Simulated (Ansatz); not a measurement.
# TiO (P6_3/mmc) in Ansatz: density of states with PBEsol

Aim: the density of states of TiO with PBEsol.

Program: Ansatz 0.2.0. These are calculated values, not measurements. Logs are shortened: lines on timing, memory, paths and dates and some standing lists are left out, and cuts for length are marked.

### 1 Starting point

It takes space group P6_3/mmc (No. 194, hexagonal). The conventional cell has a = 2.852 Å, b = 2.852 Å, c = 5.568 Å, α = 90.00°, β = 90.00°, γ = 120.00°. Ti (site symmetry -6m2) is surrounded by 6 O at 2.16 Å. O (site symmetry -3m) is surrounded by 6 Ti at 2.16 Å.

The cell comes from a database or a generator and needn't be the stable form of this composition.

### 2 Density of states, PBEsol

Input file input.yaml:

```yaml
crystal:
  lattice:
    - [2.8516080131, 0.0, 0.0]
    - [-1.4258040066, 2.469564981, 0.0]
    - [0.0, 0.0, 5.567503]
  atoms:
    - { symbol: Ti, position: [0.6666666667, 0.3333333333, 0.75] }
    - { symbol: Ti, position: [0.3333333333, 0.6666666667, 0.25] }
    - { symbol: O, position: [0.0, 0.0, 0.5] }
    - { symbol: O, position: [0.0, 0.0, 0.0] }
hamiltonian:
  xc: pbesol
  pseudopotentials: { kind: paw }
kpoints:
  mp_grid: { grid: [10, 10, 4] }
scf:
  occupations: { method: fermi_dirac, width: 0.05 }
  n_extra_bands: 10
output:
  forces: true
  stress: true
  eigenvalues: true
  dos: { projected: false, de: 0.05, nscf_kmesh: { grid: [15, 15, 6] } }
  write_density: true
  write_potential: true
  elf: true
  volumetric_format: npy
```

Potentials or basis: Ansatz PAW.

Launch:

```
$ ansatz run input.yaml --threads 2 --pin off --max-ram 5632MiB --backend cpu --events-out ev --progress --plain --runs-dir out
```

Standard output:

```text
Warning: RAYON_NUM_THREADS=2 ignored (pool sized by the plan → 2); use --threads N
scf.n_extra_bands = 10 over 18 filled bands (N_el = 36.0): the run solves 28 bands
Engine: ansatz 0.2.0, x86_64-unknown-linux-gnu
Pseudopotentials: kind: paw
Pseudopotential: Ti, paw, valence charge 12, recommended cutoff 420 eV (normal), Ti.paw.azcp
Pseudopotential: O, paw, valence charge 6, recommended cutoff 420 eV (normal), O.paw.azcp
Functional definition: PBEsol
  exchange = pbesol_x
  correlation = pbesol_c
Crystal: 4 atoms, lattice volume = 39.208 Å³
Basis set: ecut = 420 eV, 799 PW (Γ), exchange–correlation on 40×40×80 points (8 copies of the dense FFT grid, shifted against one another)
Bands: 28, of which v1, the nominal top of the filled ones, is band 18 counted from 1 (17 counted from 0)
Symmetry: 24 space group operations
Space group: P63/mmc (ITA 194), of the structure as read, at distance tolerance 3.4e-5 Å
k-points: 42 of 400
Non-local potential: Ti, projectors of the file, l = 0: 3, l = 1: 2, l = 2: 3, l = 3: 1
Non-local potential: O, projectors of the file, l = 0: 2, l = 1: 2, l = 2: 1
PAW form: soft (Blöchl's): semilocal exchange-correlation on the pseudo side does not see the compensation charge
PAW frozen core: Ti, regenerated for the run's functional, and the local potential with it (the file was generated under x = pbe(κ = 0.804, μ = 0.2195149727645171), c = pbe(β = 0.06672455060314922))
PAW frozen core: O, regenerated for the run's functional, and the local potential with it (the file was generated under x = pbe(κ = 0.804, μ = 0.2195149727645171), c = pbe(β = 0.06672455060314922))
PAW one-centre angular grid: Ti, 590 points (default); XC on 64 Gauss nodes
PAW one-centre angular grid: O, 110 points (default); XC on 64 Gauss nodes
Initial density: superposition of atomic densities (neutral atoms: chi_scale 0, normalization atom), corrected by the library's trained network
Initial wavefunctions: pseudopotential atomic-orbital guess
Functional: x = pbesol(κ = 0.804, μ = 0.12345679012345678), c = pbesol(β = 0.046)
SCF iter   1: F=—  HF=-6074.676939 eV  |F-HF|=—  |Δ(HF+E_count)|=         —  Δρ=2.09e-2  dr2=1.17e-1  ethr=1.77e-3  ⟨swp⟩=4.8  Hψ=4198  notcnv=0  defer=2
preconditioner: auto → Kerker (q_TF=auto, 2.690 Å⁻¹)  [metal: Δε(μ)=0.050 eV  Ē_g=11.465 eV  σ=0.050 eV  W_gap=0.24  n_scr=10 (ndim 8)  ℏωp=26.5 eV  f_vac=0.000  D(μ)=0.84/eV (n_scr^D=2)]
SCF iter   2: F=—  HF=-6074.652582 eV  |F-HF|=—  |Δ(HF+E_count)|=   2.44e-2  Δρ=9.42e-3  dr2=2.67e-2  ethr=3.24e-4  ⟨swp⟩=2.0  Hψ=1856  notcnv=0  defer=68
SCF iter   3: F=—  HF=-6074.646692 eV  |F-HF|=—  |Δ(HF+E_count)|=   5.89e-3  Δρ=2.02e-3  dr2=1.52e-3  ethr=7.43e-5  ⟨swp⟩=2.0  Hψ=1798  notcnv=0  defer=68
SCF iter   4: F=—  HF=-6074.646263 eV  |F-HF|=—  |Δ(HF+E_count)|=   4.29e-4  Δρ=3.50e-4  dr2=5.15e-5  ethr=4.23e-6  ⟨swp⟩=1.9  Hψ=1223  notcnv=0  defer=68
SCF iter   5: F=—  HF=-6074.646198 eV  |F-HF|=—  |Δ(HF+E_count)|=   6.54e-5  Δρ=8.12e-5  dr2=1.87e-6  ethr=1.43e-7  ⟨swp⟩=2.2  Hψ=1469  notcnv=0  defer=68
SCF iter   6: F=-6074.646198 eV  HF=-6074.646198 eV  |F-HF|=1.58e-9  |Δ(HF+E_count)|=   1.48e-7  Δρ=1.61e-5  dr2=7.71e-8  ethr=2.78e-10  ⟨swp⟩=9.5  Hψ=6660  notcnv=0
SCF 1 converged in 6 iterations: F = -6074.646198 eV  dr2 = 7.71e-8
NSCF: frozen V_eff on 108 k-points
SCF converged after 6 iterations
Free energy (F): -6074.646198 eV
Harris-Foulkes:  -6074.646198 eV  (|F-HF|=1.58e-9)
Internal energy: -6074.638959 eV  (E = F + TS)
E sigma→0 (E₀):  -6074.642578 eV
Entropy (-TS):   -0.007239 eV (-1.810 meV/atom)
Fermi energy:    16.836376 eV
--- Per-component energies (eV) ---
  E_band       = -204.730844
  E_kinetic    = 899.972536
  E_local      = -1812.603219  (includes V_loc(G=0)·N_el)
  E_nonlocal   = 115.583904
  E_hartree    = 719.429574
  E_xc         = -341.798496
  E_vxc        = -433.791694  (∫ρ·V_xc dr)
  E_paw        = -2350.161227  (= ΣΔE_a)
  E_vpaw       = -412.753462  (= ΣTr[D̂ρ^β])
  E_aug_tail   = 0.005028  (compensation charges beyond the density's cutoff)
  E_ewald      = -3305.416402
  E_core_change = 0.349344  (= ΣΔE_core)
  E_smearing   = -0.007239  (= −TS)
  E_closure    = 0.000000  (closes the sum)
  Σ components = -6074.646198   (vs F -6074.646198, Δ=0.00e0)
--- Forces (eV/Å), atoms counted from 1 ---
  atom   1  Ti     0.00000000     0.00000000     0.00000000
  atom   2  Ti    -0.00000000    -0.00000000     0.00000000
  atom   3  O     -0.00000000     0.00000000     0.00000000
  atom   4  O     -0.00000000    -0.00000000     0.00000000
  max |Σ_I F_I| component: 2.31e-17 eV/Å
--- Stress (GPa, compression-positive) ---
       -9.030494      -0.000000       0.000000
        0.000000      -9.030494       0.000000
        0.000000       0.000000     -11.946288
  P = ⅓ Tr σ = -10.0024 GPa (-100.024 kbar)
--- Band table (eV; the first three rows and the last of 42) ---
  k-point 0: bands = ["-40.7876", "-40.7431", "-17.6488", "-17.1633", "-16.7541", "-16.7541", "-16.7401", "-16.7401", "-5.0352", "-3.7299", "7.3722", "10.9631", "10.9631", "11.4348", "11.4348", "11.4853", "14.7448", "16.5949", "16.5949", "16.8538", "17.6085", "17.6085", "18.0122", "18.5944", "18.5944", "19.6999", "19.6999", "23.1305"]
  k-point 1: bands = ["-40.7811", "-40.7496", "-17.5808", "-17.2378", "-16.7521", "-16.7521", "-16.7421", "-16.7421", "-4.8564", "-3.9367", "7.8271", "10.5651", "11.0127", "11.0127", "11.3428", "11.3428", "15.3749", "16.7022", "16.8568", "16.8568", "17.7183", "17.7183", "18.4743", "18.4743", "18.4882", "19.3983", "19.3983", "21.4870"]
  k-point 2: bands = ["-40.7654", "-40.7654", "-17.4125", "-17.4125", "-16.7471", "-16.7471", "-16.7471", "-16.7471", "-4.4103", "-4.4103", "9.0291", "9.0291", "11.1570", "11.1570", "11.1570", "11.1570", "16.2067", "16.2067", "17.4353", "17.4353", "17.4353", "17.4353", "18.7639", "18.7639", "18.7639", "18.7639", "19.7385", "19.7385"]
  k-point 41: bands = ["-40.6395", "-40.6395", "-17.3485", "-17.3485", "-17.2282", "-17.2282", "-17.0998", "-17.0998", "-3.7320", "-3.7320", "8.4350", "8.4350", "9.5798", "9.5798", "9.9080", "9.9080", "16.3230", "16.3230", "18.2788", "18.2788", "18.7276", "18.7276", "18.9298", "18.9298", "19.8739", "19.8739", "25.6087", "25.6087"]
```

Run time: 2.4 s. Hardware: 2 threads of AMD EPYC 7R13 (Zen 3), shared host; peak memory 0.39 GiB.

What came out:

```
Free energy                          : -6074.6462 eV
Pressure                             : -10.0 GPa
Band gap on the k mesh               : none (metal or under the smearing width)
Density of states at the Fermi level : 0.16 states/eV per cell
```

Stress tensor (GPa, compression positive):
```
 -9.03   0.00   0.00
  0.00  -9.03   0.00
  0.00   0.00 -11.95
```

States per cell in windows of 1 eV (zero at the Fermi level; states under -8 eV left out):
| from (eV) | total |
| --- | --- |
| -8.0 | 3.46 |
| -7.0 | 3.73 |
| -6.0 | 2.23 |
| -5.0 | 0.00 |
| -4.0 | 0.00 |
| -3.0 | 0.34 |
| -2.0 | 1.69 |
| -1.0 | 1.98 |
| 0.0 | 1.57 |
| 1.0 | 7.24 |
| 2.0 | 5.67 |
| 3.0 | 1.83 |
| 4.0 | 0.29 |
| 5.0 | 0.47 |
| 6.0 | 0.71 |
| 7.0 | 0.90 |

Caveat: the pressure holds a Pulay correction of +0.7 GPa for the finite cutoff; semilocal functionals often make such compounds metallic where correlation or magnetic order opens a gap, which also shifts bond lengths; the PAW data sets come from PBE, with cores solved anew for the run's functional, which leaves a small shift of forces and pressure; the density of states is complete only up to the lowest level of the last band computed.
